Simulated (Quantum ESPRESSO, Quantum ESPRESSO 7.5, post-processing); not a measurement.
# black phosphorene, 1 layer: a series in strain along the second axis

Wanted: a table for black phosphorene, 1 layer against strain along the second axis, and what can be fitted to it.

Program: Quantum ESPRESSO 7.5. Level of theory: plane-wave DFT, PBE, GBRV ultrasoft pseudopotentials. Results are calculated unless marked as measured.

Report form: the programs' logs are mostly left out.

### 1. Starting point

The cell holds 4 atoms: 4 P. Its edges and angles: a = 4.620 Å, b = 3.300 Å, c = 17.240 Å, α = 90.0°, β = 90.0°, γ = 90.0°. It derives from P. Vacuum lies along c.

Set-up: Cell and atoms are first relaxed; each strained cell is then held, the other axis too, and the atoms relax in it. A periodic run with 15 Å of vacuum in the starting cell gives the vacuum levels, and bands follow along a path.

Members -2, -1, 0, 1 and 2 took the same steps and show in the table alone.

### 2. Relaxing cell and ions of the reference

What the set-up leaves free in this member is relaxed.

Input file ref.relax.in:

```
&control
  prefix = 'ref.relax'
  outdir = './out'
  pseudo_dir = './pseudo'
  nstep = 80
  forc_conv_thr = 0.0004
  calculation = 'vc-relax'
  etot_conv_thr = 1e-06
/
&system
  ibrav = 0
  nat = 4
  ntyp = 1
  ecutwfc = 50
  ecutrho = 250
  occupations = 'smearing'
  smearing = 'fd'
  degauss = 0.004
/
&electrons
  conv_thr = 1e-09
  mixing_beta = 0.4
  electron_maxstep = 120
  mixing_mode = 'plain'
/
&ions
/
&cell
  cell_dofree = '2Dxy'
  press_conv_thr = 0.3
/
ATOMIC_SPECIES
  P   30.9738  p_pbe_v1.5.uspp.F.UPF
CELL_PARAMETERS angstrom
  4.62000000000000 0.00000000000000 0.00000000000000
  0.00000000000000 3.30000000000000 0.00000000000000
  0.00000000000000 0.00000000000000 17.24000000000000
ATOMIC_POSITIONS crystal
  P   0.090000000000 0.000000000000 0.435034802784
  P   0.410000000000 0.500000000000 0.440835266821
  P   0.590000000000 0.500000000000 0.559164733179
  P   0.910000000000 0.000000000000 0.564965197216
K_POINTS automatic
  8 10 1 0 0 0
```

Launch:

```console
$ OMP_NUM_THREADS=1 mpirun -n 4 pw.x -nk 4 -in ref.relax.in > ref.relax.out
```

Run time: 4.1 min. Hardware: 4 MPI ranks of Intel Xeon at 2.70GHz, shared host; peak memory 0.88 GiB.

The steps of the relaxation:

```csv
step,energy less that of the first step (eV),largest force (eV/Å),volume (Å³)
1,0.0000,1.0217,262.84
2,-0.0591,0.7353,262.88
3,-0.0932,0.3742,262.95
4,-0.1015,0.0966,262.98
5,-0.1018,0.0570,262.96
6,-0.1021,0.0215,262.94
7,-0.1021,0.0073,262.96
8,-0.1021,0.0055,262.99
9,-0.1021,0.0055,262.99
```

```csv
cell as run,before,after,change
a (Å),4.620,4.621,+0.0 %
b (Å),3.300,3.301,+0.0 %
```

The atoms that moved most (Å, along periodic axes as changes of fractional coordinates times the final cell, across vacuum about the mean position):

```csv
atom,dx,dy,dz,length
P4,0.005,0.000,-0.066,0.066
P1,-0.005,0.000,0.066,0.066
P3,-0.007,0.000,0.034,0.034
P2,0.007,0.000,-0.034,0.034
```

The relaxed structure:

```xyz
4
Lattice="4.6206 0.0000 0.0000 0.0000 3.3014 0.0000 0.0000 0.0000 17.2400" Properties=species:S:1:pos:R:3
P     0.4107    0.0000    7.5663
P     1.9011    1.6507    7.5663
P     2.7195    1.6507    9.6737
P     4.2100    0.0000    9.6737
```

 The last row is no step: it is a fresh SCF in the final cell with a new plane-wave basis, -0 meV from the row before.

This step gave:

* free energy: -844.4435 eV
* Fermi energy: -1.082 eV

### 3. Relaxation with pw.x, -4 %

Input file m0.relax.in:

```
&control
  prefix = 'm0.relax'
  outdir = './out'
  pseudo_dir = './pseudo'
  nstep = 40
  forc_conv_thr = 0.0003
  calculation = 'relax'
  tstress = .true.
/
&system
  ibrav = 0
  nat = 4
  ntyp = 1
  ecutwfc = 50
  ecutrho = 250
  occupations = 'smearing'
  smearing = 'fd'
  degauss = 0.002
/
&electrons
  conv_thr = 1e-09
  mixing_beta = 0.4
  electron_maxstep = 120
  mixing_mode = 'plain'
/
&ions
/
ATOMIC_SPECIES
  P   30.9738  p_pbe_v1.5.uspp.F.UPF
CELL_PARAMETERS angstrom
  4.62062627700000 0.00000000000000 0.00000000000000
  0.00000000000000 3.16937588448000 0.00000000000000
  0.00000000000000 0.00000000000000 17.24000000000000
ATOMIC_POSITIONS crystal
  P   0.088876791600 0.000000000000 0.438878701600
  P   0.411439913100 0.500000000000 0.438883251500
  P   0.588560086900 0.500000000000 0.561116748500
  P   0.911123208400 0.000000000000 0.561121298400
K_POINTS automatic
  8 10 1 0 0 0
```

Launch:

```console
$ OMP_NUM_THREADS=1 mpirun -n 4 pw.x -nk 4 -in m0.relax.in > m0.relax.out
```

Run time: 2.1 min. Hardware: 4 MPI ranks; peak memory 0.81 GiB; 8.5 min of CPU time.

Relaxation path:

```csv
step,energy less that of the first step (eV),largest force (eV/Å)
1,0.0000,0.2452
2,-0.0036,0.1292
3,-0.0051,0.0341
4,-0.0052,0.0243
5,-0.0053,0.0090
```

The atoms that moved most (Å):

```csv
atom,dx,dy,dz,length
P4,0.011,0.000,0.005,0.012
P1,-0.011,0.000,-0.005,0.012
P3,-0.010,0.000,0.005,0.011
P2,0.010,0.000,-0.005,0.011
```

The relaxation lowers the energy by 1 meV an atom.

Read from the output:

| Quantity | Value |
| --- | --- |
| free energy | -844.3559 eV |
| Fermi energy | -1.071 eV |

### 4. Ground state, -4 %

The self-consistent run of this member.

Input file m0.scf.in:

```
&control
  prefix = 'm0.scf'
  outdir = './out'
  pseudo_dir = './pseudo'
  calculation = 'scf'
  tprnfor = .true.
/
&system
  ibrav = 0
  nat = 4
  ntyp = 1
  ecutwfc = 40
  ecutrho = 200
  occupations = 'smearing'
  smearing = 'fd'
  degauss = 0.002
  nbnd = 14
/
&electrons
  conv_thr = 1e-09
  mixing_beta = 0.4
  electron_maxstep = 120
  mixing_mode = 'plain'
/
ATOMIC_SPECIES
  P   30.9738  p_pbe_v1.5.uspp.F.UPF
CELL_PARAMETERS angstrom
  4.62062627700000 0.00000000000000 0.00000000000000
  0.00000000000000 3.16937588448000 0.00000000000000
  0.00000000000000 0.00000000000000 17.24000000000000
ATOMIC_POSITIONS crystal
  P   0.086582993400 0.000000000000 0.438573809400
  P   0.413544578100 0.500000000000 0.438575226300
  P   0.586455421900 0.500000000000 0.561424773700
  P   0.913417006600 0.000000000000 0.561426190600
K_POINTS automatic
  8 10 1 0 0 0
```

Launch:

```console
$ OMP_NUM_THREADS=1 mpirun -n 4 pw.x -nk 4 -in m0.scf.in > m0.scf.out
```

It took 21 s on 4 MPI ranks; peak memory 0.53 GiB.

Numbers from this step:

| Quantity | Value |
| --- | --- |
| free energy | -844.3547 eV |
| valence top, on the run's zero | -1.428 eV |
| conduction bottom, on the run's zero | -0.7397 eV |
| gap by band count | 0.6883 eV |

### 5. Potential by pp.x, -4 %

plot_num = 11 writes the bare and Hartree potential, from which vacuum levels or, in a crystal, the mean potential are read.

Input file m0.pot.in:

```
&inputpp
  prefix = 'm0.scf'
  outdir = './out'
  filplot = 'm0.pot.dat'
  plot_num = 11
/
```

Launch:

```console
$ OMP_NUM_THREADS=1 mpirun -n 4 pp.x -in m0.pot.in > m0.pot.out
```

Wall time 1.6 s (4 MPI ranks); peak memory 0.1 GiB.

Numbers from this step:

* slope of the potential above: 5.08e-5 eV/Å
* upper vacuum line continued to the top atoms, over the valence top: 5.046 eV
* slope of the potential below: -3.83e-5 eV/Å
* lower vacuum line continued to the bottom atoms, over the valence top: 5.046 eV
* vacuum level at the upper face over the valence top of the mesh: 5.046 eV
* vacuum level at the lower face over the valence top of the mesh: 5.046 eV

Electrostatic potential energy of an electron; zero at the highest filled level of the SCF mesh. Potential energy, planar mean against z:

z (Å), potential energy, planar mean (eV) and a bar from the least value:
```
      0.0        5.0 ##############################
      0.5        5.0 ##############################
      1.0        5.0 ##############################
      1.5        5.0 ##############################
      2.0        5.0 ##############################
      2.5        5.0 ##############################
      3.0        5.0 ##############################
      3.5        5.0 ##############################
      4.0        5.0 ##############################
      4.5        5.0 ##############################
      5.0        5.0 ##############################
      5.5        4.9 ##############################
      6.0        4.5 #############################
      6.5        2.5 ##########################
      7.0       -5.5 ################
      7.5      -16.7 
      8.0       -9.8 ##########
      8.5       -0.6 ######################
      9.0       -3.8 ##################
      9.5      -15.7 ##
     10.0      -12.3 ######
     10.5       -0.1 #######################
     11.0        3.9 ############################
     11.5        4.8 ##############################
     12.0        5.0 ##############################
     12.5        5.0 ##############################
     13.0        5.0 ##############################
     13.5        5.0 ##############################
     14.0        5.0 ##############################
     14.5        5.0 ##############################
     15.0        5.0 ##############################
     15.5        5.0 ##############################
     16.0        5.0 ##############################
     16.5        5.0 ##############################
     17.0        5.0 ##############################
```

### 6. Band structure, -4 %

Bands along a path place the edges.

m0.bands.in is the input of step 4 with these lines changed:

```diff
@@ -1,7 +1,6 @@
 &control
-  prefix = 'm0.scf'
+  prefix = 'm0.bands'
   outdir = './out'
   pseudo_dir = './pseudo'
-  calculation = 'scf'
-  tprnfor = .true.
+  calculation = 'bands'
 /
@@ -16,6 +15,6 @@
   degauss = 0.002
-  nbnd = 14
+  nbnd = 16
 /
 &electrons
-  conv_thr = 1e-09
+  conv_thr = 1e-07
   mixing_beta = 0.4
@@ -35,3 +34,8 @@
   P   0.913417006600 0.000000000000 0.561426190600
-K_POINTS automatic
-  8 10 1 0 0 0
+K_POINTS crystal_b
+5
+  0.0000000000 0.0000000000 0.0000000000 12
+  0.5000000000 0.0000000000 0.0000000000 12
+  0.5000000000 0.5000000000 0.0000000000 12
+  0.0000000000 0.5000000000 0.0000000000 12
+  0.0000000000 0.0000000000 0.0000000000 1
```

Launch:

```console
$ cp -r out/m0.scf.save out/m0.bands.save
$ cp out/m0.scf.xml out/m0.bands.xml
$ OMP_NUM_THREADS=1 mpirun -n 4 pw.x -nk 4 -in m0.bands.in > m0.bands.out
```

It took 41 s on 4 MPI ranks; peak memory 0.36 GiB.

Numbers from this step:

- valence top, on the run's zero: -1.426 eV
- gap by band count: 0.6858 eV

Band numbers count within the set of bands kept for display. The electronic bands at the labelled points (eV, zero at the highest filled level of the SCF mesh; v1 is the highest filled band, c1 the lowest empty one):

```csv
point,v4,v3,v2,v1,c1,c2,c3,c4
Γ,-2.75,-1.89,-1.22,-0.01,0.69,2.25,3.42,3.83
halfway,-2.53,-1.50,-1.42,-0.83,1.98,2.49,2.91,3.74
X,-1.98,-1.98,-1.20,-1.20,2.72,2.72,3.57,3.57
halfway,-2.73,-2.73,-1.46,-1.46,2.76,2.76,3.69,3.69
S,-4.57,-4.57,-1.07,-1.07,2.41,2.41,3.80,3.80
halfway,-3.65,-3.65,-1.27,-1.27,1.63,1.63,3.06,3.06
Y,-2.68,-2.68,-1.90,-1.90,1.14,1.15,2.06,2.07
halfway,-4.00,-3.23,-1.66,-0.29,1.29,1.44,3.62,3.64
Γ,-2.75,-1.89,-1.22,-0.01,0.69,2.25,3.42,3.83
```

Along this path the valence top lies near Γ and the conduction bottom at Γ.

### 7. Relaxation with pw.x, -3 %

Input file m1.relax.in:

```
&control
  prefix = 'm1.relax'
  outdir = './out'
  pseudo_dir = './pseudo'
  nstep = 40
  forc_conv_thr = 0.0003
  calculation = 'relax'
  tstress = .true.
/
&system
  ibrav = 0
  nat = 4
  ntyp = 1
  ecutwfc = 50
  ecutrho = 250
  occupations = 'smearing'
  smearing = 'fd'
  degauss = 0.002
/
&electrons
  conv_thr = 1e-09
  mixing_beta = 0.4
  electron_maxstep = 120
  mixing_mode = 'plain'
/
&ions
/
ATOMIC_SPECIES
  P   30.9738  p_pbe_v1.5.uspp.F.UPF
CELL_PARAMETERS angstrom
  4.62062627700000 0.00000000000000 0.00000000000000
  0.00000000000000 3.20239021661000 0.00000000000000
  0.00000000000000 0.00000000000000 17.24000000000000
ATOMIC_POSITIONS crystal
  P   0.088876791600 0.000000000000 0.438878701600
  P   0.411439913100 0.500000000000 0.438883251500
  P   0.588560086900 0.500000000000 0.561116748500
  P   0.911123208400 0.000000000000 0.561121298400
K_POINTS automatic
  8 10 1 0 0 0
```

Launch:

```console
$ OMP_NUM_THREADS=1 mpirun -n 4 pw.x -nk 4 -in m1.relax.in > m1.relax.out
```

The job ended after 2.1 min (4 MPI ranks; peak memory 0.8 GiB).

The steps of the relaxation:

```csv
step,energy less that of the first step (eV),largest force (eV/Å)
1,0.0000,0.1738
2,-0.0018,0.0956
3,-0.0026,0.0268
4,-0.0027,0.0181
5,-0.0027,0.0095
6,-0.0027,0.0032
```

The relaxed structure:

```xyz
4
Lattice="4.6206 0.0000 0.0000 0.0000 3.2024 0.0000 0.0000 0.0000 17.2400" Properties=species:S:1:pos:R:3
P     0.4028    0.0000    7.5621
P     1.9080    1.6012    7.5621
P     2.7127    1.6012    9.6779
P     4.2178    0.0000    9.6779
```

Read from the output:

- free energy: -844.3951 eV
- Fermi energy: -1.076 eV

### 8. SCF with pw.x, -3 %

Input file m1.scf.in:

```
&control
  prefix = 'm1.scf'
  outdir = './out'
  pseudo_dir = './pseudo'
  calculation = 'scf'
  tprnfor = .true.
/
&system
  ibrav = 0
  nat = 4
  ntyp = 1
  ecutwfc = 40
  ecutrho = 200
  occupations = 'smearing'
  smearing = 'fd'
  degauss = 0.002
  nbnd = 14
/
&electrons
  conv_thr = 1e-09
  mixing_beta = 0.4
  electron_maxstep = 120
  mixing_mode = 'plain'
/
ATOMIC_SPECIES
  P   30.9738  p_pbe_v1.5.uspp.F.UPF
CELL_PARAMETERS angstrom
  4.62062627700000 0.00000000000000 0.00000000000000
  0.00000000000000 3.20239021661000 0.00000000000000
  0.00000000000000 0.00000000000000 17.24000000000000
ATOMIC_POSITIONS crystal
  P   0.087176315000 0.000000000000 0.438634324200
  P   0.412925475700 0.500000000000 0.438635396800
  P   0.587074524300 0.500000000000 0.561364603200
  P   0.912823685000 0.000000000000 0.561365675800
K_POINTS automatic
  8 10 1 0 0 0
```

Launch:

```console
$ OMP_NUM_THREADS=1 mpirun -n 4 pw.x -nk 4 -in m1.scf.in > m1.scf.out
```

The job ended after 20 s (4 MPI ranks; peak memory 0.45 GiB; 79 s of CPU time).

Numbers from this step:

```
free energy                          : -844.3938 eV
valence top, on the run's zero       : -1.462 eV
conduction bottom, on the run's zero : -0.7192 eV
gap by band count                    : 0.7425 eV
```

### 9. Relaxation with pw.x, 3 %

Input file m7.relax.in:

```
&control
  prefix = 'm7.relax'
  outdir = './out'
  pseudo_dir = './pseudo'
  nstep = 40
  forc_conv_thr = 0.0003
  calculation = 'relax'
  tstress = .true.
/
&system
  ibrav = 0
  nat = 4
  ntyp = 1
  ecutwfc = 50
  ecutrho = 250
  occupations = 'smearing'
  smearing = 'fd'
  degauss = 0.002
/
&electrons
  conv_thr = 1e-09
  mixing_beta = 0.4
  electron_maxstep = 120
  mixing_mode = 'plain'
/
&ions
/
ATOMIC_SPECIES
  P   30.9738  p_pbe_v1.5.uspp.F.UPF
CELL_PARAMETERS angstrom
  4.62062627700000 0.00000000000000 0.00000000000000
  0.00000000000000 3.40047620939000 0.00000000000000
  0.00000000000000 0.00000000000000 17.24000000000000
ATOMIC_POSITIONS crystal
  P   0.088876791600 0.000000000000 0.438878701600
  P   0.411439913100 0.500000000000 0.438883251500
  P   0.588560086900 0.500000000000 0.561116748500
  P   0.911123208400 0.000000000000 0.561121298400
K_POINTS automatic
  8 10 1 0 0 0
```

Launch:

```console
$ OMP_NUM_THREADS=1 mpirun -n 4 pw.x -nk 4 -in m7.relax.in > m7.relax.out
```

Wall time 2.6 min (4 MPI ranks); peak memory 0.87 GiB.

The steps of the relaxation:

```csv
step,energy less that of the first step (eV),largest force (eV/Å)
1,0.0000,0.1177
2,-0.0009,0.0769
3,-0.0014,0.0357
4,-0.0016,0.0138
5,-0.0016,0.0093
```

Final coordinates:

```xyz
4
Lattice="4.6206 0.0000 0.0000 0.0000 3.4005 0.0000 0.0000 0.0000 17.2400" Properties=species:S:1:pos:R:3
P     0.4165    0.0000    7.5697
P     1.8945    1.7002    7.5697
P     2.7261    1.7002    9.6703
P     4.2041    0.0000    9.6703
```

Numbers from this step:

- free energy: -844.4039 eV
- Fermi energy: -1.103 eV

### 10. Ground state, 3 %

Input file m7.scf.in:

```
&control
  prefix = 'm7.scf'
  outdir = './out'
  pseudo_dir = './pseudo'
  calculation = 'scf'
  tprnfor = .true.
/
&system
  ibrav = 0
  nat = 4
  ntyp = 1
  ecutwfc = 40
  ecutrho = 200
  occupations = 'smearing'
  smearing = 'fd'
  degauss = 0.002
  nbnd = 14
/
&electrons
  conv_thr = 1e-09
  mixing_beta = 0.4
  electron_maxstep = 120
  mixing_mode = 'plain'
/
ATOMIC_SPECIES
  P   30.9738  p_pbe_v1.5.uspp.F.UPF
CELL_PARAMETERS angstrom
  4.62062627700000 0.00000000000000 0.00000000000000
  0.00000000000000 3.40047620939000 0.00000000000000
  0.00000000000000 0.00000000000000 17.24000000000000
ATOMIC_POSITIONS crystal
  P   0.090139842400 0.000000000000 0.439079428500
  P   0.410005638600 0.500000000000 0.439079685100
  P   0.589994361400 0.500000000000 0.560920314900
  P   0.909860157600 0.000000000000 0.560920571500
K_POINTS automatic
  8 10 1 0 0 0
```

Launch:

```console
$ OMP_NUM_THREADS=1 mpirun -n 4 pw.x -nk 4 -in m7.scf.in > m7.scf.out
```

The job ended after 31 s (4 MPI ranks; peak memory 0.47 GiB; 2 min of CPU time).

This step gave:

```
free energy                          : -844.4028 eV
valence top, on the run's zero       : -1.641 eV
conduction bottom, on the run's zero : -0.5792 eV
gap by band count                    : 1.062 eV
```

### 11. Relaxation with pw.x, 4 %

Input file m8.relax.in:

```
&control
  prefix = 'm8.relax'
  outdir = './out'
  pseudo_dir = './pseudo'
  nstep = 40
  forc_conv_thr = 0.0003
  calculation = 'relax'
  tstress = .true.
/
&system
  ibrav = 0
  nat = 4
  ntyp = 1
  ecutwfc = 50
  ecutrho = 250
  occupations = 'smearing'
  smearing = 'fd'
  degauss = 0.002
/
&electrons
  conv_thr = 1e-09
  mixing_beta = 0.4
  electron_maxstep = 120
  mixing_mode = 'plain'
/
&ions
/
ATOMIC_SPECIES
  P   30.9738  p_pbe_v1.5.uspp.F.UPF
CELL_PARAMETERS angstrom
  4.62062627700000 0.00000000000000 0.00000000000000
  0.00000000000000 3.43349054152000 0.00000000000000
  0.00000000000000 0.00000000000000 17.24000000000000
ATOMIC_POSITIONS crystal
  P   0.088876791600 0.000000000000 0.438878701600
  P   0.411439913100 0.500000000000 0.438883251500
  P   0.588560086900 0.500000000000 0.561116748500
  P   0.911123208400 0.000000000000 0.561121298400
K_POINTS automatic
  8 10 1 0 0 0
```

Launch:

```console
$ OMP_NUM_THREADS=1 mpirun -n 4 pw.x -nk 4 -in m8.relax.in > m8.relax.out
```

The job ended after 2.5 min (4 MPI ranks; peak memory 0.89 GiB; 10 min of CPU time).

Relaxation path:

```csv
step,energy less that of the first step (eV),largest force (eV/Å)
1,0.0000,0.1459
2,-0.0014,0.0975
3,-0.0023,0.0480
4,-0.0026,0.0168
5,-0.0026,0.0112
6,-0.0026,0.0036
```

This step gave:

- free energy: -844.3743 eV
- Fermi energy: -1.098 eV

### 12. Ground state, 4 %

Input file m8.scf.in:

```
&control
  prefix = 'm8.scf'
  outdir = './out'
  pseudo_dir = './pseudo'
  calculation = 'scf'
  tprnfor = .true.
/
&system
  ibrav = 0
  nat = 4
  ntyp = 1
  ecutwfc = 40
  ecutrho = 200
  occupations = 'smearing'
  smearing = 'fd'
  degauss = 0.002
  nbnd = 14
/
&electrons
  conv_thr = 1e-09
  mixing_beta = 0.4
  electron_maxstep = 120
  mixing_mode = 'plain'
/
ATOMIC_SPECIES
  P   30.9738  p_pbe_v1.5.uspp.F.UPF
CELL_PARAMETERS angstrom
  4.62062627700000 0.00000000000000 0.00000000000000
  0.00000000000000 3.43349054152000 0.00000000000000
  0.00000000000000 0.00000000000000 17.24000000000000
ATOMIC_POSITIONS crystal
  P   0.090475738400 0.000000000000 0.439171005300
  P   0.409638057500 0.500000000000 0.439171100500
  P   0.590361942500 0.500000000000 0.560828899500
  P   0.909524261600 0.000000000000 0.560828994700
K_POINTS automatic
  8 10 1 0 0 0
```

Launch:

```console
$ OMP_NUM_THREADS=1 mpirun -n 4 pw.x -nk 4 -in m8.scf.in > m8.scf.out
```

It took 26 s on 4 MPI ranks; peak memory 0.46 GiB.

Numbers from this step:

| Property | Result |
| --- | --- |
| free energy | -844.3732 eV |
| valence top, on the run's zero | -1.675 eV |
| conduction bottom, on the run's zero | -0.5523 eV |
| gap by band count | 1.123 eV |

### 13. The series side by side

The series in one table, energies over the lowest:

```csv
strain along the second axis,energy (eV),gap along the path (eV),upper vacuum level over the valence top of the mesh (eV),lower vacuum level over that top (eV)
-4 %,0.0876,0.6858,5.046,5.046
-3 %,0.0485,0.7375,5.049,5.049
-2 %,0.0213,0.7949,5.049,5.049
-1 %,0.0054,0.8483,5.048,5.048
0 %,0.0000,0.9011,5.047,5.047
1 %,0.0043,0.9514,5.047,5.047
2 %,0.0177,1.006,5.05,5.05
3 %,0.0396,1.062,5.054,5.054
4 %,0.0692,1.123,5.061,5.061
```

### 14. Worked from the printed numbers

A parabola through the energies within ±2 % has E = 48.86 eV × ε² -0.083 eV × ε; for the curvature, over A = 15.255 Å² this is 48.86 × 2/15.255 × 16.02 = 103 N/m.

### 15. What came out

```json
{
 "in-plane stiffness along the strain": "103 N/m",
 "gap along the path, at -4 % and at 4 %": "0.69, 1.12 eV",
 "upper vacuum level over the valence top of the mesh, at -4 % and at 4 %": "5.05, 5.06 eV",
 "lower vacuum level over that top, at -4 % and at 4 %": "5.05, 5.06 eV"
}
```

What this shows: The series holds 9 members; in-plane stiffness along the strain: 103 N/m (PBE, GBRV ultrasoft). The energy is lowest near zero strain. From -4 % to 4 % the gap along the path rises from 0.69 to 1.12 eV. From -4 % to 4 % the upper vacuum level over the valence top of the mesh stays within 0.015 eV. From -4 % to 4 % the lower vacuum level over that top stays within 0.015 eV. Semilocal gaps are too small; the 1×1 cell can't ripple over many cells under compression as a free sheet would. No spin-orbit coupling.

[Logs are printed without paths, hosts, clocks, repeated set-up lines and the standing remarks that a program may print on its own settings, such as how far it seeks lower states.]

[Hosts, paths, dates, database ids (printed as entryN), source tags and the programs' standing remarks are cut or masked in the printed files.]

[Maps of the electrostatic potential energy from Ansatz leave out the sawtooth potential of an applied field or a dipole correction, so their vacuum need not be flat; planar profiles and work functions include it.]
